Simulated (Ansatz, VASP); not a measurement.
**One calculation of Ir, two programs**

```
Ir
1.0
     0.00000    2.32146    2.32146
     2.32146    0.00000    2.32146
     2.32146    2.32146    0.00000
Ir
2
Direct
  0.87500 0.87500 0.87500
  0.12500 0.12500 0.12500
```

Change from the starting cell: volume scaled by 0.58, LAPW.

Alike in both runs: task single point; functional PBE; k mesh 14 × 14 × 14; occupations fermi-dirac, width 0.05 eV; no spin polarisation.

```csv
,VASP,Ansatz
version,VASP 6.6.1,Ansatz 0.2.0
potentials or method,"VASP PAW PBE potentials, release 64 (Ir), cutoff 520 eV","all-electron LAPW, scalar-relativistic"
```

VASP gave:

| Quantity | Value |
| --- | --- |
| pressure (GPa) | 327.8 |

Which values does Ansatz return?

Pressure (GPa): 364.2.

Ansatz ran all-electron here, so the differences hold the error of VASP's frozen core and of both bases.

Caveats: the cell as given lies far from equilibrium; so large a pressure means that the cell lies far from this level's equilibrium, or that cutoff or potentials fall short (VASP). Spin-orbit coupling is left out, which matters for the levels of Ir.
